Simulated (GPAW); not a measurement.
# Ag (Fm-3m) in GPAW: a series of runs

Runs on Ag. Level: PBE. Tasks: single point.

All numbers are computed with GPAW 26.7.0; they aren't measurements. Logs are shortened: lines on timing, memory, paths and dates and some standing lists are left out, and cuts for length are marked. The log counts tension as positive stress, the text compression.

## 1. Starting point

It takes space group Fm-3m (No. 225, cubic). Conventional cell: a = 4.085 Å, b = 4.085 Å, c = 4.085 Å, α = 90.00°, β = 90.00°, γ = 90.00°. Ag (site symmetry m-3m) is surrounded by 12 Ag at 2.89 Å.

## 2. Single point, PBE

Contents of run.py:

```python
from ase.dft.bandgap import bandgap
from ase.io import read, write
from ase.units import Bohr, GPa
from gpaw import GPAW, PW
from gpaw.elf import elf_from_dft_calculation

atoms = read('Ag.xyz')

calc = GPAW(mode=PW(600),
            xc='PBE',
            kpts={'size': (11, 11, 11), 'gamma': True},
            occupations={'name': 'methfessel-paxton', 'order': 0, 'width': 0.024},
            nbands=18,
            convergence={'density': 1e-05, 'energy': 1e-05},
            maxiter=150,
            txt='gpaw.txt')
atoms.calc = calc
energy = atoms.get_potential_energy()
forces = atoms.get_forces()
stress = atoms.get_stress()
calc.write('gs.gpw')
write('result.traj', atoms)
print(f'Energy: {energy:.6f} eV')
print('Forces (eV/A):')
print(forces.round(4))
print('Stress (GPa):', (stress / GPa).round(3))
print('Fermi level:', round(calc.get_fermi_level(), 4), 'eV')
print(f'Gap: {bandgap(calc)[0]:.4f} eV, direct: {bandgap(calc, direct=True)[0]:.4f} eV')

# fields on the real-space grid
write('density.cube', atoms, data=calc.get_pseudo_density() * Bohr**3)
write('potential.cube', atoms, data=calc.get_electrostatic_potential())
write('elf.cube', atoms, data=elf_from_dft_calculation(calc).data)
```

Contents of Ag.xyz:

```xyz
1
Lattice="0.0000000000 2.0427500000 2.0427500000 2.0427500000 0.0000000000 2.0427500000 2.0427500000 2.0427500000 0.0000000000" Properties=species:S:1:pos:R:3 pbc="T T T"
Ag     0.0000000000      0.0000000000      0.0000000000
```

Potentials or basis: GPAW PAW data sets (gpaw-data 1.2.1), pw.

Command:

```bash
> OMP_NUM_THREADS=1 python run.py
```

gpaw.txt:

```text
__  _  _
 | _ |_)|_||  |
 |__||  | ||/\| - 26.7.0

Input parameters:
  mode=PW(ecut=600.0),
  convergence={'density': 1e-05, 'energy': 1e-05},
  kpts=MonkhorstPack(size=(11, 11, 11), gamma=True),
  maxiter=150,
  nbands=18,
  occupations=Occupations(name='methfessel-paxton', order=0, width=0.024),
  xc=XC(name='PBE')

Diagonalizing LCAO Hamiltonian
Converting LCAO to pw mode

       Ag

Atoms  # Å, Bohr magnetons
|   | symbol |        x |        y |        z |    initial magnetic moments |
|---|--------|----------|----------|----------|-----------------------------|
| 0 |     Ag | 0.000000 | 0.000000 | 0.000000 | ( 0.0000,  0.0000,  0.0000) |

Unit cell  # Å
| periodic |        x |        y |        z |  lengths |    angles |
|----------|----------|----------|----------|----------|-----------|
|      yes | 0.000000 | 2.042750 | 2.042750 | 2.888885 | 60.000000 |
|      yes | 2.042750 | 0.000000 | 2.042750 | 2.888885 | 60.000000 |
|      yes | 2.042750 | 2.042750 | 0.000000 | 2.888885 | 60.000000 |

Number of symmetries: 48
Symmetry operations  # r_c * U_cc + t_c -> r_c
|    | kind |            matrix            |
|----|------|------------------------------|
|  0 |  σ   |  1, 0, 0,  1, 0,-1,  1,-1, 0 |
|  1 |  C2  |  1, 0, 0,  1,-1, 0,  1, 0,-1 |
|  2 |  E   |  1, 0, 0,  0, 1, 0,  0, 0, 1 |
|  3 |  σ   |  1, 0, 0,  0, 0, 1,  0, 1, 0 |
|  4 |  C4  |  1, 0,-1,  1, 0, 0,  1,-1, 0 |
|  5 |  S6  |  1, 0,-1,  1,-1, 0,  1, 0, 0 |
|  6 |  σ   |  1, 0,-1,  0, 1,-1,  0, 0,-1 |
|  7 |  C3  |  1, 0,-1,  0, 0,-1,  0, 1,-1 |
|  8 |  S6  |  1,-1, 0,  1, 0, 0,  1, 0,-1 |
|  9 |  C4  |  1,-1, 0,  1, 0,-1,  1, 0, 0 |
| 10 |  C3  |  1,-1, 0,  0,-1, 1,  0,-1, 0 |
| 11 |  σ   |  1,-1, 0,  0,-1, 0,  0,-1, 1 |
| 12 |  σ   |  0, 1, 0,  1, 0, 0,  0, 0, 1 |
| 13 |  C4  |  0, 1, 0,  0, 1,-1, -1, 1, 0 |
| 14 |  C3  |  0, 1, 0,  0, 0, 1,  1, 0, 0 |
| 15 |  S6  |  0, 1, 0, -1, 1, 0,  0, 1,-1 |
| 16 |  C2  |  0, 1,-1,  1, 0,-1,  0, 0,-1 |
| 17 |  σ   |  0, 1,-1,  0, 1, 0, -1, 1, 0 |
| 18 |  S4  |  0, 1,-1,  0, 0,-1,  1, 0,-1 |
| 19 |  C4  |  0, 1,-1, -1, 1, 0,  0, 1, 0 |
| 20 |  C3  |  0, 0, 1,  1, 0, 0,  0, 1, 0 |
| 21 |  σ   |  0, 0, 1,  0, 1, 0,  1, 0, 0 |
| 22 |  S6  |  0, 0, 1,  0,-1, 1, -1, 0, 1 |
| 23 |  C4  |  0, 0, 1, -1, 0, 1,  0,-1, 1 |
| 24 |  S4  |  0, 0,-1,  1, 0,-1,  0, 1,-1 |
| 25 |  C3  |  0, 0,-1,  0, 1,-1,  1, 0,-1 |
| 26 |  C2  |  0, 0,-1,  0,-1, 0, -1, 0, 0 |
| 27 |  S6  |  0, 0,-1, -1, 0, 0,  0,-1, 0 |
| 28 |  S4  |  0,-1, 1,  1,-1, 0,  0,-1, 0 |
| 29 |  C4  |  0,-1, 1,  0, 0, 1, -1, 0, 1 |
| 30 |  C2  |  0,-1, 1,  0,-1, 0,  1,-1, 0 |
| 31 |  σ   |  0,-1, 1, -1, 0, 1,  0, 0, 1 |
| 32 |  C3  |  0,-1, 0,  1,-1, 0,  0,-1, 1 |
| 33 |  S6  |  0,-1, 0,  0, 0,-1, -1, 0, 0 |
| 34 |  S4  |  0,-1, 0,  0,-1, 1,  1,-1, 0 |
| 35 |  C2  |  0,-1, 0, -1, 0, 0,  0, 0,-1 |
| 36 |  C2  | -1, 1, 0,  0, 1, 0,  0, 1,-1 |
| 37 |  S6  | -1, 1, 0,  0, 1,-1,  0, 1, 0 |
| 38 |  S4  | -1, 1, 0, -1, 0, 1, -1, 0, 0 |
| 39 |  C3  | -1, 1, 0, -1, 0, 0, -1, 0, 1 |
| 40 |  S6  | -1, 0, 1,  0, 0, 1,  0,-1, 1 |
| 41 |  C2  | -1, 0, 1,  0,-1, 1,  0, 0, 1 |
| 42 |  C3  | -1, 0, 1, -1, 1, 0, -1, 0, 0 |
| 43 |  S4  | -1, 0, 1, -1, 0, 0, -1, 1, 0 |
| 44 |  C2  | -1, 0, 0,  0, 0,-1,  0,-1, 0 |
| 45 |  i   | -1, 0, 0,  0,-1, 0,  0, 0,-1 |
| 46 |  σ   | -1, 0, 0, -1, 1, 0, -1, 0, 1 |
| 47 |  C2  | -1, 0, 0, -1, 0, 1, -1, 1, 0 |

BZ-sampling:
  Number of BZ points: 1331
  Number of IBZ points: 56

  Monkhorst-Pack size: [11, 11, 11]
  Monkhorst-Pack shift: [0, 0, 0]

K-points  # in reciprocal-cell coordinates
|     |                                coordinates |     weight |
|-----|--------------------------------------------|------------|
|   0 | (  0.00000000,   0.00000000,   0.00000000) | 0.00075131 |
|   1 | (  0.09090909,   0.09090909,   0.00000000) | 0.00450789 |
|   2 | (  0.09090909,   0.09090909,   0.09090909) | 0.00601052 |
|   3 | (  0.18181818,   0.09090909,   0.09090909) | 0.00901578 |
|   4 | (  0.18181818,   0.18181818,   0.00000000) | 0.00450789 |
|   5 | (  0.18181818,   0.18181818,   0.09090909) | 0.01803156 |
|   6 | (  0.18181818,   0.18181818,   0.18181818) | 0.00601052 |
|   7 | (  0.27272727,   0.18181818,   0.09090909) | 0.01803156 |
|   8 | (  0.27272727,   0.18181818,   0.18181818) | 0.01803156 |
|   9 | (  0.27272727,   0.27272727,   0.00000000) | 0.00450789 |
| ... |                                            |            |
|  55 | (  0.45454545,   0.45454545,   0.45454545) | 0.00601052 |

Plane wave coefficients: 578
Cutoff: 600.0 eV

Spin-components: 1 (collinear spins)
Bands:           18
Projectors:      6
Spin-degeneracy: 2
Datatype:        complex128

Parallelization:
  kpt:    1
  domain: 1
  band:   1

Density:
  Valence electrons: 17.0
  Components: 1
  Grid points: [18 18 18]
  Charge: 0.0  # |e|

Potential:
  Grid points: [18 18 18]

species:
  Ag:
    name:    Silver
    Z:       47.0
    valence: 17
    core:    30
    charge:  0.0  # [|e|]
    compensation charges:
      type: gauss
      rc: 0.40  # [Å]
      lmax: 2
    cutoffs:
      filter: 2.35  # [Å]
      core: 2.19  # [Å]
    projectors
    | kind |    occ | energy [eV] | rcut [Å] |
    |------|--------|-------------|----------|
    |   5s |  1.000 |      -4.401 |    1.286 |
    |   4p |  6.000 |     -58.577 |    1.328 |
    |   5p |  0.000 |      -0.738 |    1.328 |
    |   4d | 10.000 |      -7.446 |    1.180 |
    |    s |        |      22.811 |    1.286 |
    |    d |        |      19.766 |    1.180 |

    Using partial waves for Ag as LCAO basis

Reference energy: -144597.826354  # eV

eigensolver:
  PPCG
  Converge bands: occupied
  niter=2

density mixing:
  MSR1-Mixer
  Pratt-step length: 0.05
  Maximum mixing coefficient: 0.75
  Old densities: 10
  SVD Regularization: 0.005
  Good broyden scale: 1.0
  Trust region scale: 1.0
  Backstep threshold: 4.0
  History deletion threshold: 6.0
  Fourier metric: weight=20.0, sigma=0.015

occupation numbers:
  Methfessel-Paxton:
    width: 0.0240  # eV
    order: 0

poisson solver:
  ecut: 4800.0  # eV

xc functional:
  name: PBE with 2 nearest neighbor stencil

convergence criteria:
- Maximum integral of absolute [dens]ity change: 1e-05 electrons / valence electron
- Maximum [total energy] change in last 3 cyles: 1e-05 eV / valence electron
- Maximum integral of absolute [eigenst]ate change: 4e-08 eV^2 / valence electron
maximum number of iterations: 150

SCF iterations
|iter     | |      energy | eigst |  dens |
|---------|-|-------------|-------|-------|
|iter:   1| |   -3.116929 | -0.63 |       |
|iter:   2| |   -3.053087 | -3.48 | -1.31 |
|iter:   3| |   -2.862266 | -3.10 | -1.36 |
|iter:   4| |   -2.859760 | -4.32 | -2.13 |
|iter:   5| |   -2.859031 | -4.31 | -2.40 |
|iter:   6| |   -2.859033 | -7.02 | -3.87 |
|iter:   7| |   -2.859033c| -7.43c| -4.14 |
|iter:   8| |   -2.859033c| -8.93c| -5.44c|

Converged in 8 steps
Energy contributions relative to reference atoms: (reference = -144597.826354)

Energy contributions:
  Kinetic:          -0.740697
  Coulomb:          -0.410729
  Zero:              0.169666
  External:          0.000000
  Xc:               -1.877258
  Entropy:          -0.000031
  Spinorbit:         0.000000
  ----------------------------
  Free energy:      -2.859049
  Extrapolated:     -2.859033

dipole moment: (-12.760260, -12.760260, -12.760260)  # |e|*Ang

Fermi level: 8.525
Eigenvalues  # (at kpt = [0.000, 0.000, 0.000])
| band index |      eig [eV] | occ [0-2] |
|------------|---------------|-----------|
|          0 |       -47.130 |     2.000 |
|          1 |       -47.130 |     2.000 |
|          2 |       -47.130 |     2.000 |
|          3 |         0.475 |     2.000 |
|          4 |         3.479 |     2.000 |
|          5 |         3.479 |     2.000 |
[... 10 lines left out ...]
|         16 |        33.526 |     0.000 |
|         17 |        38.781 |     0.000 |

No gap
No difference between direct/indirect transitions

Forces  # eV/Ang
|        x |        y |        z |
|----------|----------|----------|
| -0.00000 | -0.00000 | -0.00000 |  # Ag   0

Stress tensor  # eV/Ang^3
|         x |         y |         z |
|-----------|-----------|-----------|
| -0.026187 |  0.000000 |  0.000000 |
|  0.000000 | -0.026187 | -0.000000 |
|  0.000000 | -0.000000 | -0.026187 |

# Writing to gs.gpw (mode='')
```

It took 11 s on 1 thread of Arm Neoverse V2, shared host; peak memory 0.14 GiB.

Results:

```yaml
Free_energy: -2.8590 eV
Pressure: 4.2 GPa
Band_gap_on_the_k_mesh: none (metal or under the smearing width)
```

## 3. Single point, PBE

Contents of run.py:

```python
from ase.dft.bandgap import bandgap
from ase.io import read, write
from ase.units import GPa
from gpaw import GPAW, PW

atoms = read('POSCAR')

calc = GPAW(mode=PW(600),
            xc='PBE',
            kpts={'size': (11, 11, 11), 'gamma': True},
            occupations={'name': 'methfessel-paxton', 'order': 0, 'width': 0.025},
            nbands=18,
            convergence={'density': 1e-05, 'energy': 1e-05},
            maxiter=150,
            txt='gpaw.txt')
atoms.calc = calc
energy = atoms.get_potential_energy()
forces = atoms.get_forces()
stress = atoms.get_stress()
calc.write('gs.gpw')
write('result.traj', atoms)
print(f'Energy: {energy:.6f} eV')
print('Forces (eV/A):')
print(forces.round(4))
print('Stress (GPa):', (stress / GPa).round(3))
print('Fermi level:', round(calc.get_fermi_level(), 4), 'eV')
print(f'Gap: {bandgap(calc)[0]:.4f} eV, direct: {bandgap(calc, direct=True)[0]:.4f} eV')
```

Contents of POSCAR:

```
Ag
1.0
    0.0000000000      2.0427500000      2.0427500000
    2.0427500000      0.0000000000      2.0427500000
    2.0427500000      2.0427500000      0.0000000000
Ag
1
Direct
    0.0000000000      0.0000000000      0.0000000000
```

Potentials or basis: GPAW PAW data sets (gpaw-data 1.2.1), pw.

Command:

```bash
> OMP_NUM_THREADS=1 python run.py
```

It took 11 s on 1 thread of Arm Neoverse V2, shared host; peak memory 0.14 GiB.

Results (log left out):

| Property | Result |
| --- | --- |
| Free energy | -2.8590 eV |
| Pressure | 4.2 GPa |
| Band gap on the k mesh | none (metal or under the smearing width) |

Levels at points of the mesh, in eV from the Fermi level:
| k point | band 5 | band 6 | band 7 | band 8 | band 9 | band 10 | band 11 | band 12 | band 13 | band 14 |
| --- | --- | --- | --- | --- | --- | --- | --- | --- | --- | --- |
| (0.00, 0.00, 0.00) | -5.04 | -5.04 | -5.04 | -4.01 | -4.01 | 15.97 | 19.63 | 19.63 | 19.63 | 24.06 |

## 4. Single point, PBE

Changes to run.py since step 3:

```diff
@@ -10,3 +10,3 @@
             kpts={'size': (11, 11, 11), 'gamma': True},
-            occupations={'name': 'methfessel-paxton', 'order': 0, 'width': 0.025},
+            occupations={'name': 'methfessel-paxton', 'order': 0, 'width': 0.026000000000000002},
             nbands=18,
```

POSCAR is that of step 3.

Potentials or basis: GPAW PAW data sets (gpaw-data 1.2.1), pw.

Command:

```bash
> OMP_NUM_THREADS=1 python run.py
```

gpaw.txt:

```text
__  _  _
 | _ |_)|_||  |
 |__||  | ||/\| - 26.7.0

Input parameters:
  mode=PW(ecut=600.0),
  convergence={'density': 1e-05, 'energy': 1e-05},
  kpts=MonkhorstPack(size=(11, 11, 11), gamma=True),
  maxiter=150,
  nbands=18,
  occupations=Occupations(name='methfessel-paxton', order=0, width=0.026000000000000002),
  xc=XC(name='PBE')

Diagonalizing LCAO Hamiltonian
Converting LCAO to pw mode

       Ag

Atoms  # Å, Bohr magnetons
|   | symbol |        x |        y |        z |    initial magnetic moments |
|---|--------|----------|----------|----------|-----------------------------|
| 0 |     Ag | 0.000000 | 0.000000 | 0.000000 | ( 0.0000,  0.0000,  0.0000) |

Unit cell  # Å
| periodic |        x |        y |        z |  lengths |    angles |
|----------|----------|----------|----------|----------|-----------|
|      yes | 0.000000 | 2.042750 | 2.042750 | 2.888885 | 60.000000 |
|      yes | 2.042750 | 0.000000 | 2.042750 | 2.888885 | 60.000000 |
|      yes | 2.042750 | 2.042750 | 0.000000 | 2.888885 | 60.000000 |

Number of symmetries: 48
Symmetry operations  # r_c * U_cc + t_c -> r_c
|    | kind |            matrix            |
|----|------|------------------------------|
|  0 |  σ   |  1, 0, 0,  1, 0,-1,  1,-1, 0 |
|  1 |  C2  |  1, 0, 0,  1,-1, 0,  1, 0,-1 |
|  2 |  E   |  1, 0, 0,  0, 1, 0,  0, 0, 1 |
|  3 |  σ   |  1, 0, 0,  0, 0, 1,  0, 1, 0 |
|  4 |  C4  |  1, 0,-1,  1, 0, 0,  1,-1, 0 |
|  5 |  S6  |  1, 0,-1,  1,-1, 0,  1, 0, 0 |
|  6 |  σ   |  1, 0,-1,  0, 1,-1,  0, 0,-1 |
|  7 |  C3  |  1, 0,-1,  0, 0,-1,  0, 1,-1 |
|  8 |  S6  |  1,-1, 0,  1, 0, 0,  1, 0,-1 |
|  9 |  C4  |  1,-1, 0,  1, 0,-1,  1, 0, 0 |
| 10 |  C3  |  1,-1, 0,  0,-1, 1,  0,-1, 0 |
| 11 |  σ   |  1,-1, 0,  0,-1, 0,  0,-1, 1 |
| 12 |  σ   |  0, 1, 0,  1, 0, 0,  0, 0, 1 |
| 13 |  C4  |  0, 1, 0,  0, 1,-1, -1, 1, 0 |
| 14 |  C3  |  0, 1, 0,  0, 0, 1,  1, 0, 0 |
| 15 |  S6  |  0, 1, 0, -1, 1, 0,  0, 1,-1 |
| 16 |  C2  |  0, 1,-1,  1, 0,-1,  0, 0,-1 |
| 17 |  σ   |  0, 1,-1,  0, 1, 0, -1, 1, 0 |
| 18 |  S4  |  0, 1,-1,  0, 0,-1,  1, 0,-1 |
| 19 |  C4  |  0, 1,-1, -1, 1, 0,  0, 1, 0 |
| 20 |  C3  |  0, 0, 1,  1, 0, 0,  0, 1, 0 |
| 21 |  σ   |  0, 0, 1,  0, 1, 0,  1, 0, 0 |
| 22 |  S6  |  0, 0, 1,  0,-1, 1, -1, 0, 1 |
| 23 |  C4  |  0, 0, 1, -1, 0, 1,  0,-1, 1 |
| 24 |  S4  |  0, 0,-1,  1, 0,-1,  0, 1,-1 |
| 25 |  C3  |  0, 0,-1,  0, 1,-1,  1, 0,-1 |
| 26 |  C2  |  0, 0,-1,  0,-1, 0, -1, 0, 0 |
| 27 |  S6  |  0, 0,-1, -1, 0, 0,  0,-1, 0 |
| 28 |  S4  |  0,-1, 1,  1,-1, 0,  0,-1, 0 |
| 29 |  C4  |  0,-1, 1,  0, 0, 1, -1, 0, 1 |
| 30 |  C2  |  0,-1, 1,  0,-1, 0,  1,-1, 0 |
| 31 |  σ   |  0,-1, 1, -1, 0, 1,  0, 0, 1 |
| 32 |  C3  |  0,-1, 0,  1,-1, 0,  0,-1, 1 |
| 33 |  S6  |  0,-1, 0,  0, 0,-1, -1, 0, 0 |
| 34 |  S4  |  0,-1, 0,  0,-1, 1,  1,-1, 0 |
| 35 |  C2  |  0,-1, 0, -1, 0, 0,  0, 0,-1 |
| 36 |  C2  | -1, 1, 0,  0, 1, 0,  0, 1,-1 |
| 37 |  S6  | -1, 1, 0,  0, 1,-1,  0, 1, 0 |
| 38 |  S4  | -1, 1, 0, -1, 0, 1, -1, 0, 0 |
[... 75 lines left out ...]
    |   5p |  0.000 |      -0.738 |    1.328 |
    |   4d | 10.000 |      -7.446 |    1.180 |
    |    s |        |      22.811 |    1.286 |
    |    d |        |      19.766 |    1.180 |

    Using partial waves for Ag as LCAO basis

Reference energy: -144597.826354  # eV

eigensolver:
  PPCG
  Converge bands: occupied
  niter=2

density mixing:
  MSR1-Mixer
  Pratt-step length: 0.05
  Maximum mixing coefficient: 0.75
  Old densities: 10
  SVD Regularization: 0.005
  Good broyden scale: 1.0
  Trust region scale: 1.0
  Backstep threshold: 4.0
  History deletion threshold: 6.0
  Fourier metric: weight=20.0, sigma=0.015

occupation numbers:
  Methfessel-Paxton:
    width: 0.0260  # eV
    order: 0

poisson solver:
  ecut: 4800.0  # eV

xc functional:
  name: PBE with 2 nearest neighbor stencil

convergence criteria:
- Maximum integral of absolute [dens]ity change: 1e-05 electrons / valence electron
- Maximum [total energy] change in last 3 cyles: 1e-05 eV / valence electron
- Maximum integral of absolute [eigenst]ate change: 4e-08 eV^2 / valence electron
maximum number of iterations: 150

SCF iterations
|iter     | |      energy | eigst |  dens |
|---------|-|-------------|-------|-------|
|iter:   1| |   -3.116930 | -0.63 |       |
|iter:   2| |   -3.053088 | -3.48 | -1.31 |
|iter:   3| |   -2.862267 | -3.10 | -1.36 |
|iter:   4| |   -2.859761 | -4.32 | -2.13 |
|iter:   5| |   -2.859032 | -4.31 | -2.40 |
|iter:   6| |   -2.859034 | -7.02 | -3.87 |
|iter:   7| |   -2.859034c| -7.43c| -4.14 |
|iter:   8| |   -2.859034c| -8.93c| -5.44c|

Converged in 8 steps
Energy contributions relative to reference atoms: (reference = -144597.826354)

Energy contributions:
  Kinetic:          -0.740652
  Coulomb:          -0.410768
  Zero:              0.169666
  External:          0.000000
  Xc:               -1.877262
  Entropy:          -0.000035
  Spinorbit:         0.000000
  ----------------------------
  Free energy:      -2.859051
  Extrapolated:     -2.859034

dipole moment: (-12.760261, -12.760261, -12.760261)  # |e|*Ang

Fermi level: 8.522
Eigenvalues  # (at kpt = [0.000, 0.000, 0.000])
| band index |      eig [eV] | occ [0-2] |
|------------|---------------|-----------|
|          0 |       -47.130 |     2.000 |
|          1 |       -47.130 |     2.000 |
|          2 |       -47.130 |     2.000 |
|          3 |         0.475 |     2.000 |
|          4 |         3.479 |     2.000 |
|          5 |         3.479 |     2.000 |
[... 10 lines left out ...]
|         16 |        33.526 |     0.000 |
|         17 |        38.781 |     0.000 |

No gap
No difference between direct/indirect transitions

Forces  # eV/Ang
|       x |        y |        z |
|---------|----------|----------|
| 0.00000 | -0.00000 | -0.00000 |  # Ag   0

Stress tensor  # eV/Ang^3
|         x |         y |         z |
|-----------|-----------|-----------|
| -0.026188 | -0.000000 | -0.000000 |
| -0.000000 | -0.026188 | -0.000000 |
| -0.000000 | -0.000000 | -0.026188 |

# Writing to gs.gpw (mode='')
```

stdout:

```text
Energy: -2.859034 eV
Forces (eV/A):
[[ 0. -0. -0.]]
Stress (GPa): [-4.196 -4.196 -4.196 -0.    -0.    -0.   ]
Fermi level: 8.5221 eV
Gap: 0.0000 eV, direct: 0.0000 eV
```

Run time: 11 s. Hardware: 1 thread of Arm Neoverse V2, shared host; peak memory 0.14 GiB.

Results:

- Free energy: -2.8591 eV
- Pressure: 4.2 GPa
- Band gap on the k mesh: none (metal or under the smearing width)

## 5. Summary

```csv
smearing,gap on the mesh (eV),pressure (GPa)
gaussian 0.024 eV,none,4.2
gaussian 0.025 eV,none,4.2
gaussian 0.026 eV,none,4.2
```

Alike in all rows: task single point; level PBE; potentials or basis GPAW PAW data sets (gpaw-data 1.2.1), pw; no spin polarisation; cell as given; k mesh 11 × 11 × 11; cutoff (eV) 600.

Every run on the cell as given and a fine mesh finds a metal.

Total energies depend on the potentials used, so only differences within one code and one set of settings carry meaning.
